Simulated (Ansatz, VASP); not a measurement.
## Y: VASP beside Ansatz

```xyz
8
Lattice="6.4806 0.0000 0.0000 0.0000 6.4806 0.0000 0.0000 0.0000 6.4806" Properties=species:S:1:pos:R:3 pbc="T T T"
Y     3.2403    3.2403    3.2403
Y     0.0000    0.0000    0.0000
Y     1.6202    0.0000    3.2403
Y     3.2403    1.6202    0.0000
Y     3.2403    4.8605    0.0000
Y     4.8605    0.0000    3.2403
Y     0.0000    3.2403    4.8605
Y     0.0000    3.2403    1.6202
```

Alike in both runs: task single point; functional PBE; k mesh 4 × 4 × 4; occupations gaussian, width 0.1 eV; no spin polarisation.

```csv
,VASP,Ansatz
version,VASP 6.6.1,Ansatz 0.2.0
potentials or method,"VASP PAW PBE potentials, release 64 (Y_sv)","scalar-relativistic, plane waves, PAW"
plane-wave cutoff (eV),520,420
valence electrons in the cell,88,88
```

```tsv
	VASP	Ansatz	Ansatz less VASP
gap on the k mesh at the Fermi level (eV)	none	none	-
pressure (GPa)	-0.4	-0.4	+0.09
```

A gap of «none» marks a metal or a gap that the smearing closes. The functional is the same, so the differences come from potentials, cutoffs and numerics.
